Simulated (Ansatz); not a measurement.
CoO:

```xyz
2
Lattice="-1.5080 1.5080 2.1073 1.5080 -1.5080 2.1073 1.5080 1.5080 -2.1073" Properties=species:S:1:pos:R:3 pbc="T T T"
Co    0.0000    0.0000    0.0000
O     0.0000    0.0000    2.1073
```

Base run:

* Program: Ansatz 0.2.0
* Functional: PBE
* Potentials or basis: Ansatz PAW
* Cutoff: 420 eV (not typed: the program's choice for these potentials)
* k mesh: 10 × 10 × 10
* Occupations: fermi-dirac, width 0.05 eV
* Spin: collinear spin, ferromagnetic start
* Starting moments: [2.0, 0.0] μB
* Fixed moment: 2 μB

Its results: pressure -7.5 GPa; site moments Co +1.81; O +0.08 μB.

Task: After a change of settings the same cell gave: pressure -13.9 GPa; site moments Co +0.96; O -0.03 μB. Which change was it?
A. fixed moment from 2 μB to 4 μB; moments at the start from [2.0, 0.0] to [4.0, 0.0]
B. fixed moment from 2 μB to 1.5 μB; moments at the start from [2.0, 0.0] to [1.5, 0.0]
C. fixed moment from 2 μB to 1 μB; moments at the start from [2.0, 0.0] to [1.0, 0.0]
D. fixed moment from 2 μB to 2.5 μB; moments at the start from [2.0, 0.0] to [2.5, 0.0]

Result: C.

Caveats: the total moment is fixed, so each spin has its own Fermi level; a cell with one magnetic atom can't hold antiferromagnetic order, which such compounds often take; the thresholds are loose for stress.
